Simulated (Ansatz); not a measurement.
**SiC: relaxed-ion elastic tensor**

Method: DFT PBE, scalar-relativistic, plane waves, PAW (Ansatz). Settings: 420 eV plane-wave cutoff, Γ-centred 6×6×10 mesh, fixed occupations. No spin polarisation.

Relaxed structure:
```xyz
8
Lattice="5.3232 0.0000 0.0000 0.0000 5.3232 0.0000 0.0000 0.0000 3.0928" Properties=species:S:1:pos:R:3 pbc="T T T"
Si    3.5964    3.5964    0.0000
Si    4.3884    0.9348    1.5464
Si    1.7268    1.7268    0.0000
Si    0.9348    4.3884    1.5464
C     4.3407    4.3407    1.5464
C     3.6441    1.6791    0.0000
C     0.9825    0.9825    1.5464
C     1.6791    3.6441    0.0000
```

It was reached by relaxing an invented guess, and it needn't be the stable form of this composition.

Task: Give the relaxed-ion elastic constants (GPa, Voigt order xx yy zz yz xz xy, on the Cartesian axes of the cell above).

Result:
```
360.4 120.0  82.6   0.0   0.0   0.0
120.0 360.4  82.6   0.0   0.0   0.0
 82.6  82.6 507.4   0.0   0.0   0.0
  0.0   0.0   0.0 148.3   0.0   0.0
  0.0   0.0   0.0   0.0 148.3   0.0
  0.0   0.0   0.0   0.0   0.0 130.5
```

Task: Is the crystal stable against homogeneous strain?

Result: Yes: the least eigenvalue of the tensor is 130.5 GPa.

Task: And the moduli of a polycrystal (Hill averages)?

Result: B = 199 GPa, G = 146 GPa, E = 352 GPa, ν = 0.20.
